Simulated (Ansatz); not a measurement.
Structural energy differences of titanium

Level of theory: Ansatz 0.2.0, DFT, revPBE, plane waves (420 eV) with PAW, scalar-relativistic. (PAW data from PBE, frozen cores regenerated.)

Each structure is relaxed within its own symmetry, so a high-lying one may be dynamically unstable.

```csv
structure,ΔE (meV/atom),V (Å³/atom),cell,magnetic state
hcp,0,17.77,"a = 2.960 Å, c = 4.683 Å (c/a = 1.582)",non-magnetic
omega (AlB2-type),0,17.53,"a = 4.616 Å, c = 2.850 Å (c/a = 0.617)",spin not included
dhcp,43,17.87,"a = 2.955 Å, c = 9.456 Å (c/a = 3.200)",spin not included
fcc,59,17.81,a = 4.146 Å,spin not included
bcc,116,17.72,a = 3.284 Å,spin not included
A15,194,17.94,a = 5.235 Å,spin not included
simple cubic,846,19.00,a = 2.669 Å,spin not included
diamond,2358,24.26,a = 5.790 Å,spin not included
```

ΔE counts from hcp.

Differences under about 8 meV lie within the error of the k-point mesh.
